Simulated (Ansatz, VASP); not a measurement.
NaCl in VASP and in Ansatz

```
Na Cl
1.0
     2.86000    0.00000    0.00000
     0.00000    2.86000    0.00000
     0.00000    0.00000    2.86000
Na Cl
1 1
Cartesian
  0.0000 0.0000 0.0000
  1.4300 1.4300 1.4300
```

Alike in both runs: task single point; functional PBEsol; k mesh 8 × 8 × 8; occupations fermi-dirac, width 0.02 eV; no spin polarisation.

|  | VASP | Ansatz |
| --- | --- | --- |
| version | VASP 6.6.1 | Ansatz 0.2.0 |
| potentials or method | VASP PAW PBE potentials, release 64 (Na_pv, Cl), cutoff 520 eV | all-electron LAPW, scalar-relativistic |

|  | VASP | Ansatz | Ansatz less VASP |
| --- | --- | --- | --- |
| gap on the k mesh at the Fermi level (eV) | 4.20 | 4.15 | -0.052 |

Ansatz ran all-electron here, so the differences hold the error of VASP's frozen core and of both bases.

 As with any semilocal functional, this PBEsol gap is likely too small. A k mesh can miss the band edges.
